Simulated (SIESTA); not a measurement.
# Zr in SIESTA: convergence with EnergyShift

Input of the first run (EnergyShift 0.05); the others differ in this setting and in those tied to it:

The input Zr.fdf:

```
SystemName                      Zirconium
SystemLabel                     Zr
NumberOfSpecies                 1
NumberOfAtoms                   2
%block ChemicalSpeciesLabel
  1  40 Zr
%endblock ChemicalSpeciesLabel

LatticeConstant                 1.0 Ang
%block LatticeVectors
     3.2320000000     0.0000000000     0.0000000000
    -1.6160000000     2.7989941050     0.0000000000
     0.0000000000     0.0000000000     5.1470000000
%endblock LatticeVectors
AtomicCoordinatesFormat         Fractional
%block AtomicCoordinatesAndAtomicSpecies
     0.6621390000     0.3386440000     0.7491820000  1  Zr
     0.3471260000     0.6825800000     0.2445790000  1  Zr
%endblock AtomicCoordinatesAndAtomicSpecies

%block kgrid.MonkhorstPack
    7   0   0  0.0
    0   7   0  0.0
    0   0   4  0.0
%endblock kgrid.MonkhorstPack
XC.Functional                   GGA
XC.Authors                      RPBE
PAO.BasisSize                   DZP
PAO.EnergyShift                 0.05 Ry
Mesh.Cutoff                     800 Ry
OccupationFunction              FD
ElectronicTemperature           0.05 eV
MaxSCFIterations                120
SCF.MustConverge                false
SCF.Mixer.Method                Pulay
SCF.Mixer.Weight                0.25
SCF.Mixer.History               8
SCF.DM.Tolerance                5.0e-05
SCF.H.Tolerance                 1.0e-03 eV
WriteForces                     true
Charge.Mulliken                 end
%block PAO.Basis
  Zr 5
  n=4 0 2
    2.711 0.000
  n=5 0 2
    6.304 0.000
  n=4 1 2
    3.057 0.000
  n=5 1 1
    6.304
  n=4 2 2
    4.705 0.000
%endblock PAO.Basis
```

Potentials or basis: PseudoDojo 0.4 standard (PBE files), DZP (energy shift 0.05 Ry; two zetas on semicore shells).

Command:

```bash
$ siesta < Zr.fdf > Zr.out 2>&1
```

The cell isn't the ideal one: atoms moved at random, drawn with an rms of 0.05 Å.

Hardware: 1 thread of Arm Neoverse V1, on a shared host.

| EnergyShift | energy less the tightest run, at zero smearing (meV/atom) | pressure (GPa) | largest force (eV/Å) | SCF cycles | CPU time (s) | peak memory (GiB) |
| --- | --- | --- | --- | --- | --- | --- |
| 0.05 | 2791.94 | -0.87 | 0.154 | 10 | 15 | 0.21 |
| 0.03 | 1496.86 | -0.40 | 0.078 | 9 | 18 | 0.22 |
| 0.02 | 892.83 | -0.42 | 0.064 | 8 | 22 | 0.24 |
| 0.01 | 366.39 | 1.76 | 0.108 | 8 | 32 | 0.27 |
| 0.005 | 161.66 | 3.35 | 0.117 | 9 | 52 | 0.32 |
| 0.003 | 86.01 | 3.45 | 0.113 | 9 | 70 | 0.35 |
| 0.002 | 43.75 | 3.33 | 0.110 | 9 | 85 | 0.38 |
| 0.001 | 0.00 | 3.45 | 0.113 | 9 | 100 | 0.4 |

Against the tightest run, the largest force stays within 0.005 eV/Å from 0.005 on. Not settled before the last step: the energy (to 1 meV/atom), the pressure (to 0.1 GPa). The tightest run that finished is the yardstick and may itself not be fully converged.

Caveat, for the tightest run too: the potentials were made for another functional, which shifts forces and pressure; the basis of atomic orbitals isn't converged, which shifts pressures, moduli and gaps.
